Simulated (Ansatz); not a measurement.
# Si8S15: the cost of one run

Computed with Ansatz 0.2.0 (DFT PBE+D3(BJ), scalar-relativistic, plane waves, PAW, unless a step's input says otherwise).

2 further runs of the same task are left out: 2 set aside as unsound or not needed.

## (1) The structure to begin with

The structure is monoclinic, space group Cm (No. 8). The conventional cell has a = 10.823 Å, b = 11.054 Å, c = 9.563 Å, α = 90.00°, β = 90.00°, γ = 90.00°. Si (site symmetry 1) is surrounded by 4 S at 2.14 Å. Si (site symmetry 1) is surrounded by 3 S at 2.14 Å. S (site symmetry 1) has 2 Si at 2.14 Å as nearest neighbours. Around S (site symmetry m) lie 2 Si at 2.14 Å. Only part of the 15 independent sites is listed.

The input asks for a charge of +2 e on the cell.

Coordinates:

```
Si S
1.0
     5.41138    0.00000    5.52679
     5.41138    0.00000   -5.52679
     0.00000    9.56324    0.00000
Si S
8 15
Direct
  0.37500 0.62500 0.00000
  0.37500 0.12500 0.50000
  0.87500 0.12500 0.00000
  0.87500 0.62500 0.50000
  0.12500 0.87500 0.00000
  0.12500 0.37500 0.50000
  0.62500 0.37500 0.00000
  0.62500 0.87500 0.50000
  0.39165 0.39165 0.88067
  0.89165 0.39165 0.38067
  0.89165 0.89165 0.88067
  0.10835 0.10835 0.11933
  0.10835 0.60835 0.61933
  0.60835 0.60835 0.11933
  0.60835 0.10835 0.61933
  0.35835 0.85835 0.88067
  0.35835 0.35835 0.38067
  0.85835 0.35835 0.88067
  0.85835 0.85835 0.38067
  0.14165 0.14165 0.61933
  0.14165 0.64165 0.11933
  0.64165 0.64165 0.61933
  0.64165 0.14165 0.11933
```

It is built from the cell relaxed beforehand with the same method (23.83 Å³/atom).

## (2) The vacancy and the jump

The supercell lacks one S atom, at fractional position (0.392, 0.892, 0.381), and holds 23 atoms and a charge of +2 e on a uniform background. Atom 15 (S), 3.27 Å away, is to jump into the empty site. The cell is fixed.

## (3) Relaxing around the vacancy

input.yaml reads:

```yaml
crystal:
  lattice:
    - [5.4113830413, 0.0, 5.5267872967]
    - [5.4113830413, 0.0, -5.5267872967]
    - [0.0, 9.5632436157, 0.0]
  atoms:
    - { symbol: Si, position: [0.375, 0.625, 0.0] }
    - { symbol: Si, position: [0.375, 0.125, 0.5] }
    - { symbol: Si, position: [0.875, 0.125, 0.0] }
    - { symbol: Si, position: [0.875, 0.625, 0.5] }
    - { symbol: Si, position: [0.125, 0.875, 0.0] }
    - { symbol: Si, position: [0.125, 0.375, 0.5] }
    - { symbol: Si, position: [0.625, 0.375, 0.0] }
    - { symbol: Si, position: [0.625, 0.875, 0.5] }
    - { symbol: S, position: [0.3916508646, 0.3916508646, 0.8806705754] }
    - { symbol: S, position: [0.8916508646, 0.3916508646, 0.3806705754] }
    - { symbol: S, position: [0.8916508646, 0.8916508646, 0.8806705754] }
    - { symbol: S, position: [0.1083491354, 0.1083491354, 0.1193294246] }
    - { symbol: S, position: [0.1083491354, 0.6083491354, 0.6193294246] }
    - { symbol: S, position: [0.6083491354, 0.6083491354, 0.1193294246] }
    - { symbol: S, position: [0.6083491354, 0.1083491354, 0.6193294246] }
    - { symbol: S, position: [0.3583491354, 0.8583491354, 0.8806705754] }
    - { symbol: S, position: [0.3583491354, 0.3583491354, 0.3806705754] }
    - { symbol: S, position: [0.8583491354, 0.3583491354, 0.8806705754] }
    - { symbol: S, position: [0.8583491354, 0.8583491354, 0.3806705754] }
    - { symbol: S, position: [0.1416508646, 0.1416508646, 0.6193294246] }
    - { symbol: S, position: [0.1416508646, 0.6416508646, 0.1193294246] }
    - { symbol: S, position: [0.6416508646, 0.6416508646, 0.6193294246] }
    - { symbol: S, position: [0.6416508646, 0.1416508646, 0.1193294246] }
total_charge: 2
basis:
  ecutwfc: 420
kpoints:
  mp_grid: { grid: [4, 4, 2] }
hamiltonian:
  xc: pbe
  dispersion: d3bj
scf:
  occupations: { method: gaussian, width: 0.05 }
output:
  forces: true
  stress: true
  eigenvalues: true
  write_density: true
  write_potential: true
  elf: true
  volumetric_format: npy
relax:
  adjacent_minimum: "off"
  f_tol: 0.02
  max_steps: 50
```

Launch:

```sh
> ansatz run input.yaml --threads 4 --pin off --max-ram 9216MiB --backend cpu --events-out ev --progress --plain --runs-dir out
```

Q: Estimate wall time and peak memory on 4 threads of Arm Neoverse N1, shared host.

About 7.7 min, with a peak of 1.6 GiB.
